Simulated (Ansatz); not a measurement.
**Strain response of BaTiO3**

Level of theory: DFT r2SCAN, scalar-relativistic, plane waves, PAW (Ansatz 0.2.0). (500 eV cutoff, 8×8×8 k-mesh, Gaussian smearing of 0.02 eV, no spin polarisation)

The relaxed crystal:

```
CELL_PARAMETERS angstrom
3.99404 0.00000 0.00000
0.00000 3.99404 0.00000
0.00000 0.00000 3.99404
ATOMIC_POSITIONS crystal
Ba 0.50000 0.50000 0.50000
Ti 0.00000 0.00000 0.00000
O 0.50000 0.00000 0.00000
O 0.00000 0.50000 0.00000
O 0.00000 0.00000 0.50000
```

Deformation: uniaxial strain along a, with the lengths of b and c and the atoms relaxed and the angles held, all within the symmetry that the strain leaves. Energies are extrapolated to zero smearing. Stress is positive in compression, on the Cartesian axes of the cell above. Gaps are generalised Kohn–Sham gaps over the whole zone.

Spin-orbit coupling is left out, which matters for the bands and energies of heavy elements.

Strains computed: -3.0, -2.0, -1.0, +1.0, +2.0, +3.0 %.

(1) At which strain does the energy stand 1.0 meV/atom over the relaxed crystal with σxx = 2.67, σyy = 0.01, σzz = 0.01 GPa?

Answers

(1) -1.0 %. The gap there is 2.16 eV against 2.17 unstrained.

Symmetry holds off the tilts and polar distortions that many cubic perovskites undergo.